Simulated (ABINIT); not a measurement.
# HgTe (Coloradoite) (F-43m) in ABINIT: further runs

The runs below take HgTe (Coloradoite) through relaxation of cell and atoms, single point, with PBEsol.

Program: ABINIT 10.8.3 (patched build). These are calculated values, not measurements. Logs are shortened: lines on timing, memory, paths and dates and some standing lists are left out, and cuts for length are marked. The log counts tension as positive stress, the text compression.

## Step 1: The crystal as given

The structure is cubic, space group F-43m (No. 216). The conventional cell has a = 6.429 Å, b = 6.429 Å, c = 6.429 Å, α = 90.00°, β = 90.00°, γ = 90.00°. Hg (site symmetry -43m) has 4 Te at 2.78 Å as nearest neighbours. Te (site symmetry -43m) has 4 Hg at 2.78 Å as nearest neighbours.

## Step 2: Relaxation of cell and atoms, PBEsol

Input file run.abi:

```
# Pseudopotentials
pp_dirpath "./"
pseudos "Hg.upf, Te.upf"

# Structure
acell 8.5906751133 8.5906751133 8.5906751133
rprim
     0.0000000000     0.7071067812     0.7071067812
     0.7071067812     0.0000000000     0.7071067812
     0.7071067812     0.7071067812     0.0000000000
ntypat 2
znucl 80 52
natom 2
typat 1 2
chkprim 0
chksymtnons 0
tolsym 1.0e-6
xred
            0.0            0.0            0.0
            3/4            3/4            3/4

# Plane-wave basis
ecut 40.0
ecutsm 0.5

# k points
kptopt 1
ngkpt 5 5 5
nshiftk 1
shiftk 0.0 0.0 0.0

# Exchange and correlation
ixc -116133

# Bands and occupations
nband 22
occopt 3
tsmear 0.05 eV

# SCF cycle
nstep 80
tolvrs 1.0e-12

# Output
iomode 3
prteig 0
prtebands 0
prtwf 0
prtden 0

# Relaxation
ionmov 2
optcell 2
ntime 50
tolmxf 2.0e-5
dilatmx 1.08
```

Potentials or basis: PseudoDojo NC SR PBEsol v0.4.1 standard.

Launch:

```
$ mpirun --bind-to none -np 4 abinit run.abi > log 2>&1
```

run.abo:

```text
.Version 10.8.3 of ABINIT
 Symmetries : space group F-4 3 m (#216); Bravais cF (face-center cubic)
================================================================================
 Values of the parameters that define the memory need of the present run
     intxc =       0    ionmov =       2      iscf =       7    lmnmax =       7
     lnmax =       7     mgfft =      54  mpssoang =       4    mqgrid =    3001
     natom =       2  nloc_mem =       1    nspden =       1   nspinor =       1
    nsppol =       1      nsym =      24    n1xccc =    2501    ntypat =       2
    occopt =       3   xclevel =       2
       mpw =        6850          nfft =      157464          nkpt =          10
================================================================================
================================================================================

--------------------------------------------------------------------------------
------------- Echo of variables that govern the present computation ------------
--------------------------------------------------------------------------------
 -outvars: echo values of preprocessed input variables --------
            acell      8.5906751133E+00  8.5906751133E+00  8.5906751133E+00 Bohr
              amu      2.00590000E+02  1.27600000E+02
          chkprim           0
      chksymtnons           0
          dilatmx      1.08000000E+00
             ecut      4.00000000E+01 Hartree
           ecutsm      5.00000000E-01 Hartree
           ionmov           2
              ixc     -116133
         kptrlatt        5    0    0      0    5    0      0    0    5
          kptrlen      4.29533756E+01
            natom           2
            nband          22
            ngfft          54      54      54
             nkpt          10
            nstep          80
             nsym          24
            ntime          50
           ntypat           2
           occopt           3
          optcell           2
           prtden           0
        prtebands           0
           prteig           0
            prtwf           0
            rprim      0.0000000000E+00  7.0710678120E-01  7.0710678120E-01
                       7.0710678120E-01  0.0000000000E+00  7.0710678120E-01
                       7.0710678120E-01  7.0710678120E-01  0.0000000000E+00
          spgroup         216
           tolmxf      2.00000000E-05
           tolsym      1.00000000E-06
           tolvrs      1.00000000E-12
           tsmear      1.83746611E-03 Hartree
            typat      1  2
           xangst      0.0000000000E+00  0.0000000000E+00  0.0000000000E+00
                       4.8217499968E+00  4.8217499968E+00  4.8217499968E+00
            xcart      0.0000000000E+00  0.0000000000E+00  0.0000000000E+00
                       9.1117869416E+00  9.1117869416E+00  9.1117869416E+00
             xred      0.0000000000E+00  0.0000000000E+00  0.0000000000E+00
[... 546 lines left out ...]

 At Broyd/MD step   5, gradients are converged :
  max grad (force/stress) = 2.5107E-07 < tolmxf= 2.0000E-05 ha/bohr (free atoms)

================================================================================

 ----iterations are completed or convergence reached----

 Mean square residual over all n,k,spin=   66.553E-17; max=  12.058E-14
 reduced coordinates (array xred) for    2 atoms
       0.000000000000      0.000000000000     -0.000000000000
       0.750000000000      0.750000000000      0.750000000000
 rms dE/dt=  1.1900E-29; max dE/dt=  1.6829E-29; dE/dt below (all hartree)
    1       0.000000000000      0.000000000000      0.000000000000
    2      -0.000000000000     -0.000000000000      0.000000000000

 cartesian coordinates (angstrom) at end:
    1     -0.00000000000000    -0.00000000000000     0.00000000000000
    2      4.89063501509219     4.89063501509219     4.89063501509219

 cartesian forces (hartree/bohr) at end:
    1      0.00000000000000     0.00000000000000    -0.00000000000000
    2     -0.00000000000000    -0.00000000000000     0.00000000000000
 frms,max,avg= 1.3075612E-30 2.0485547E-30   0.000E+00  0.000E+00  0.000E+00 h/b

 cartesian forces (eV/Angstrom) at end:
    1      0.00000000000000     0.00000000000000    -0.00000000000000
    2     -0.00000000000000    -0.00000000000000     0.00000000000000
 frms,max,avg= 6.7237499E-29 1.0534092E-28   0.000E+00  0.000E+00  0.000E+00 e/A
 length scales=  8.713404166757  8.713404166757  8.713404166757 bohr
              =  4.610934911307  4.610934911307  4.610934911307 angstroms
 Fermi (or HOMO) energy (hartree) =   0.16280   Average Vxc (hartree)=  -0.34410
 Eigenvalues (hartree) for nkpt=  10  k points:
 kpt#   1, nband= 22, wtk=  0.00800, kpt=  0.0000  0.0000  0.0000 (reduced coord)
  -4.06612   -2.16530   -2.16530   -2.16530   -1.18425   -1.18425   -1.18425   -1.18400
  -1.18400   -0.27349   -0.10258   -0.10258   -0.10258   -0.08411   -0.08411    0.12940
   0.16151    0.16151    0.16151    0.31757    0.31757    0.31757
      occupation numbers for kpt#   1
   2.00000    2.00000    2.00000    2.00000    2.00000    2.00000    2.00000    2.00000
   2.00000    2.00000    2.00000    2.00000    2.00000    2.00000    2.00000    2.00000
   1.33650    1.33650    1.33650    0.00000    0.00000    0.00000
 prteigrs : prtvol=0 or 1, do not print more k-points.

--- !EnergyTerms
iteration_state     : {dtset: 1, itime: 5, icycle: 1, }
comment             : Components of total free energy in Hartree
kinetic             :  1.04493401893289E+02
hartree             :  8.30066706832671E+01
xc                  : -5.18096760228920E+01
Ewald energy        : -1.42863699303998E+02
psp_core            :  5.18324354313815E+00
local_psp           : -2.45623118785063E+02
non_local_psp       : -2.36277369702364E+01
internal            : -2.71240914962496E+02
'-kT*entropy'       : -5.73370449668897E-05
total_energy        : -2.71240972299541E+02
total_energy_eV     : -7.38084286297825E+03
band_energy         : -3.39688678927268E+01
...

 Cartesian components of stress tensor (hartree/bohr^3)
  sigma(1 1)= -2.51066495E-09  sigma(3 2)=  0.00000000E+00
  sigma(2 2)= -2.51066495E-09  sigma(3 1)=  0.00000000E+00
  sigma(3 3)= -2.51066495E-09  sigma(2 1)=  0.00000000E+00

-Cartesian components of stress tensor (GPa)         [Pressure=  7.3866E-05 GPa]
- sigma(1 1)= -7.38663131E-05  sigma(3 2)=  0.00000000E+00
- sigma(2 2)= -7.38663131E-05  sigma(3 1)=  0.00000000E+00
- sigma(3 3)= -7.38663131E-05  sigma(2 1)=  0.00000000E+00

== END DATASET(S) ==============================================================
================================================================================

 -outvars: echo values of variables after computation  --------
            acell      8.7134041668E+00  8.7134041668E+00  8.7134041668E+00 Bohr
           etotal     -2.7124097230E+02
            fcart      6.8285155125E-31  6.8285155125E-31 -2.0485546538E-30
                      -6.8285155125E-31 -6.8285155125E-31  2.0485546538E-30
            rprim      0.0000000000E+00  7.0710678119E-01  7.0710678119E-01
                       7.0710678119E-01  0.0000000000E+00  7.0710678119E-01
                       7.0710678119E-01  7.0710678119E-01  0.0000000000E+00
           strten     -2.5106649520E-09 -2.5106649502E-09 -2.5106649502E-09
                       0.0000000000E+00  0.0000000000E+00  0.0000000000E+00
           xangst     -3.6864433083E-30 -3.6864433083E-30  1.1059329925E-29
                       4.8906350151E+00  4.8906350151E+00  4.8906350151E+00
             xred      1.6959960042E-30  1.6959960042E-30 -2.8266600070E-30
                       7.5000000000E-01  7.5000000000E-01  7.5000000000E-01
 Calculation completed.
```

It took 49 s on 4 MPI ranks of AMD EPYC 9R45 (Zen 5), shared host; peak memory 0.48 GiB.

What came out:

- Free energy: -7380.8429 eV
- Relaxed volume: 34.66 Å³/atom
- Relaxed cell: a = 4.611 Å, b = 4.611 Å, c = 4.611 Å, α = 60.00°, β = 60.00°, γ = 60.00°
- Space group after relaxing (to 0.05 Å): F-43m (No. 216)
- Energy gained by relaxing: 8.6 meV/atom
- Ionic steps: 5
- Pressure after relaxing: 0.0 GPa
- Band gap on the k mesh: none (metal or under the smearing width)

Step by step:
| step | energy change (eV) | largest force (eV/Å) | pressure (GPa) | volume (Å³) |
| --- | --- | --- | --- | --- |
| 1 | 0.0000 | 0.0000 | 1.99 | 66.43 |
| 2 | -0.0046 | 0.0000 | 1.68 | 66.84 |
| 3 | -0.0171 | 0.0000 | 0.11 | 69.14 |
| 4 | -0.0171 | 0.0000 | 0.01 | 69.31 |
| 5 | -0.0171 | 0.0000 | 0.00 | 69.32 |

Final structure:
```cif
data_structure
_symmetry_space_group_name_H-M 'P 1'
_symmetry_Int_Tables_number 1
_cell_length_a 4.6109
_cell_length_b 4.6109
_cell_length_c 4.6109
_cell_angle_alpha 60.000
_cell_angle_beta 60.000
_cell_angle_gamma 60.000
_cell_volume 69.32
loop_
_atom_site_label
_atom_site_type_symbol
_atom_site_fract_x
_atom_site_fract_y
_atom_site_fract_z
_atom_site_occupancy
Hg1 Hg 0.00000 0.00000 0.00000 1
Te1 Te 0.75000 0.75000 0.75000 1
```

The run has no spin-orbit coupling, so splittings on Hg, Te are missing. Zero-point motion and thermal expansion aren't in these numbers.

## Step 3: Single point, PBEsol (cell relaxed)

Input file run.abi:

```
# Pseudopotentials
pp_dirpath "./"
pseudos "Hg.upf, Te.upf"

# Structure
acell 3*1.0 Angstrom
rprim
     0.0000000000     3.2604233500     3.2604233500
     3.2604233500     0.0000000000     3.2604233500
     3.2604233500     3.2604233500     0.0000000000
ntypat 2
znucl 80 52
natom 2
typat 1 2
xcart
     0.0000000000     0.0000000000     0.0000000000
     9.2419607728     9.2419607728     9.2419607728
chkprim 0
chksymtnons 0
tolsym 1.0e-6

# Plane-wave basis
ecut 1088.455450 eV

# k points
kptopt 1
ngkpt 5 5 5
nshiftk 1
shiftk 0.0 0.0 0.0

# Exchange and correlation
ixc -116133

# Bands and occupations
nband 22
occopt 3
tsmear 0.05 eV

# SCF cycle
nstep 100
tolvrs 1.0e-10

# Output
iomode 3
prtwf 0
prtden 0
prteig 0
prtebands 0
enunit 1
prtvol 2
```

Potentials or basis: PseudoDojo NC SR PBEsol v0.4.1 standard.

Launch:

```
$ mpirun --bind-to none -np 4 abinit run.abi > log 2>&1
```

run.abo:

```text
.Version 10.8.3 of ABINIT
 Symmetries : space group F-4 3 m (#216); Bravais cF (face-center cubic)
================================================================================
 Values of the parameters that define the memory need of the present run
     intxc =       0    ionmov =       0      iscf =       7    lmnmax =       7
     lnmax =       7     mgfft =      50  mpssoang =       4    mqgrid =    3001
     natom =       2  nloc_mem =       1    nspden =       1   nspinor =       1
    nsppol =       1      nsym =      24    n1xccc =    2501    ntypat =       2
    occopt =       3   xclevel =       2
       mpw =        5696          nfft =      125000          nkpt =          10
================================================================================
================================================================================

--------------------------------------------------------------------------------
------------- Echo of variables that govern the present computation ------------
--------------------------------------------------------------------------------
 -outvars: echo values of preprocessed input variables --------
            acell      1.8897261259E+00  1.8897261259E+00  1.8897261259E+00 Bohr
              amu      2.00590000E+02  1.27600000E+02
          chkprim           0
      chksymtnons           0
             ecut      4.00000000E+01 Hartree
           enunit           1
              ixc     -116133
         kptrlatt        5    0    0      0    5    0      0    0    5
          kptrlen      4.35670209E+01
            natom           2
            nband          22
            ngfft          50      50      50
[... 244 lines left out ...]
kinetic             :  1.04493406755764E+02
hartree             :  8.30066816070990E+01
xc                  : -5.18096778553749E+01
Ewald energy        : -1.42863699014574E+02
psp_core            :  5.18324351163635E+00
local_psp           : -2.45623126596763E+02
non_local_psp       : -2.36277452537741E+01
internal            : -2.71240916845988E+02
'-kT*entropy'       : -5.73370505753738E-05
total_energy        : -2.71240974183038E+02
total_energy_eV     : -7.38084291423081E+03
band_energy         : -3.39688621237149E+01
...

 Cartesian components of stress tensor (hartree/bohr^3)
  sigma(1 1)=  4.67560130E-07  sigma(3 2)=  0.00000000E+00
  sigma(2 2)=  4.67560130E-07  sigma(3 1)=  0.00000000E+00
  sigma(3 3)=  4.67560130E-07  sigma(2 1)=  0.00000000E+00

-Cartesian components of stress tensor (GPa)         [Pressure= -1.3756E-02 GPa]
- sigma(1 1)=  1.37560939E-02  sigma(3 2)=  0.00000000E+00
- sigma(2 2)=  1.37560939E-02  sigma(3 1)=  0.00000000E+00
- sigma(3 3)=  1.37560939E-02  sigma(2 1)=  0.00000000E+00

== END DATASET(S) ==============================================================
================================================================================

 -outvars: echo values of variables after computation  --------
            acell      1.8897261259E+00  1.8897261259E+00  1.8897261259E+00 Bohr
           etotal     -2.7124097418E+02
            fcart     -2.7314061995E-30 -2.7314061995E-30  8.1942185984E-30
                       2.7314061995E-30  2.7314061995E-30 -8.1942185984E-30
            rprim      0.0000000000E+00  3.2604233500E+00  3.2604233500E+00
                       3.2604233500E+00  0.0000000000E+00  3.2604233500E+00
                       3.2604233500E+00  3.2604233500E+00  0.0000000000E+00
           strten      4.6756012984E-07  4.6756012984E-07  4.6756012984E-07
                       0.0000000000E+00  0.0000000000E+00  0.0000000000E+00
           xangst      0.0000000000E+00  0.0000000000E+00  0.0000000000E+00
                       4.8906350250E+00  4.8906350250E+00  4.8906350250E+00
             xred      0.0000000000E+00  0.0000000000E+00  0.0000000000E+00
                       7.5000000000E-01  7.5000000000E-01  7.5000000000E-01
 Calculation completed.
```

Wall time 9.7 s (4 MPI ranks of AMD EPYC 9R45 (Zen 5), shared host); peak memory 0.4 GiB.

Results:

- Free energy: -7380.8429 eV
- Pressure: 0.0 GPa
- Band gap on the k mesh: none (metal or under the smearing width)
- Valence electrons inside the program's atomic spheres: Hg 16.47; Te 11.95

Levels at points of the mesh, in eV from the Fermi level:
```tsv
k point	band 14	band 15	band 16	band 17	band 18	band 19	band 20	band 21	band 22
(0.00, 0.00, 0.00)	-6.72	-6.72	-0.91	-0.03	-0.03	-0.03	4.21	4.21	4.21
```

Spin-orbit coupling is left out, which matters for the levels of Hg, Te.
